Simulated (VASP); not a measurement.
BeTe:

```
Be Te
1.0
    -1.83267    1.83267    2.89648
     1.83267   -1.83267    2.89648
     1.83267    1.83267   -2.89648
Be Te
1 1
Direct
  0.57139 0.57139 0.00000
  0.00061 0.00061 0.00000
```

The cell was built by a generator and needn't be a form met in nature.

```yaml
Program: VASP 6.6.1
Task: relaxation of cell and atoms
Functional: PBE
Potentials_or_basis: VASP PAW PBE potentials, release 64 (Be, Te)
Cutoff: 520 eV
k_mesh: 6 × 6 × 6
Occupations: gaussian, width 0.15 eV
Spin: no spin polarisation
```

At the start: pressure 1.7 GPa; volume 19.46 Å³/atom.

Problem. How do energy, volume and symmetry change on relaxing?

Solution. Over 8 steps the energy falls by 46.6 meV/atom and the volume is 20.44 Å³/atom (+5.0 %); space group I4mm (No. 107, to 0.05 Å).

Step by step:
| step | energy change (eV) | largest force (eV/Å) | pressure (GPa) | volume (Å³) |
| --- | --- | --- | --- | --- |
| 1 | 0.0000 | 0.4008 | 1.68 | 38.91 |
| 2 | -0.0291 | 0.4196 | 0.05 | 40.07 |
| 3 | -0.0518 | 0.3784 | -2.64 | 42.42 |
| 4 | -0.0684 | 0.2836 | -2.29 | 42.33 |
| 5 | -0.0884 | 0.0758 | -1.24 | 42.04 |
| 6 | -0.0886 | 0.0235 | -1.37 | 42.08 |
| 7 | -0.0925 | 0.0139 | -0.70 | 41.47 |
| 8 | -0.0933 | 0.0028 | 0.10 | 40.87 |

Final structure:
```yaml
crystal:
  lattice:
    - [-1.80861, 1.80861, 3.12362]
    - [1.80861, -1.80861, 3.12362]
    - [1.80861, 1.80861, -3.12362]
  atoms:
    - { symbol: Be, position: [0.59029, 0.59029, 0.00000] }
    - { symbol: Te, position: [0.98171, 0.98171, 0.00000] }
```

Caveat: the k mesh is coarse (spacing up to 0.40 Å⁻¹), so the values aren't converged.
